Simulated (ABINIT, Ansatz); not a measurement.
Given: the input of a run of Ansatz 0.2.0 on Al2Pt. Atoms were shifted at random by some hundredths of an Å from the given cell, which wasn't relaxed again for these runs. 

The input input.yaml:

```yaml
crystal:
  lattice:
    - [0.0, 2.955, 2.955]
    - [2.955, 0.0, 2.955]
    - [2.955, 2.955, 0.0]
  atoms:
    - { symbol: Pt, position: [0.011728, -0.01505, -0.00564] }
    - { symbol: Al, position: [0.754024, 0.753359, 0.743573] }
    - { symbol: Al, position: [0.251032, 0.248813, 0.25647] }
hamiltonian:
  xc: pbesol
  pseudopotentials: { kind: paw }
kpoints:
  mp_grid: { grid: [8, 8, 8] }
scf:
  occupations: { method: fermi_dirac, width: 0.05 }
output:
  forces: true
  stress: true
  eigenvalues: true
```

Potentials or basis: Ansatz PAW.

The run is started by

```sh
$ ansatz run input.yaml --threads 1 --pin off --max-ram 3584MiB --backend cpu --events-out ev --progress --plain --runs-dir out
```

Q: Translate it to ABINIT 10.8.3 (patched build). Potentials or basis there: PseudoDojo NC SR PBEsol v0.4.1 standard, cutoff 1143 eV.

A: As run (cutoffs and basis follow the program's own potentials, and thresholds, step limits or extra output files can differ):

run.abi

```
# Pseudopotentials
pp_dirpath "./"
pseudos "Pt.upf, Al.upf"

# Structure
acell 3*1.0 Angstrom
rprim
     0.0000000000     2.9550000000     2.9550000000
     2.9550000000     0.0000000000     2.9550000000
     2.9550000000     2.9550000000     0.0000000000
ntypat 2
znucl 78 13
natom 3
typat 1 2 2
xred
     0.0117280000    -0.0150500000    -0.0056400000
     0.7540240000     0.7533590000     0.7435730000
     0.2510320000     0.2488130000     0.2564700000
chkprim 0
chksymtnons 0
tolsym 1.0e-6

# Plane-wave basis
ecut 42.0

# k points
kptopt 1
ngkpt 8 8 8
nshiftk 1
shiftk 0.0 0.0 0.0

# Exchange and correlation
ixc -116133

# Bands and occupations
nband 16
occopt 3
tsmear 0.00183747

# SCF cycle
nstep 100
tolvrs 1.0e-10

# Output
iomode 3
prtwf 0
prtden 0
prteig 0
prtebands 0
enunit 2
```

Potentials or basis: PseudoDojo NC SR PBEsol v0.4.1 standard.

Run with:

```console
$ abinit run.abi > log 2>&1
```

Both were run:

|  | Ansatz | ABINIT |
| --- | --- | --- |
| Pressure | -0.7 GPa | -0.7 GPa |
| Largest force | 0.560 eV/Å | 0.570 eV/Å |
| Energy over the undisturbed cell | 7.7 meV/atom | 7.9 meV/atom |

Ansatz's pressure holds a Pulay term of +0.05 GPa for its cutoff of 420 eV, which the other run lacks.

Ansatz's potentials were made for PBE.

Where Ansatz's input types no cutoff or centring, it takes its own default and a Γ-centred mesh.

Pressure is positive in compression.
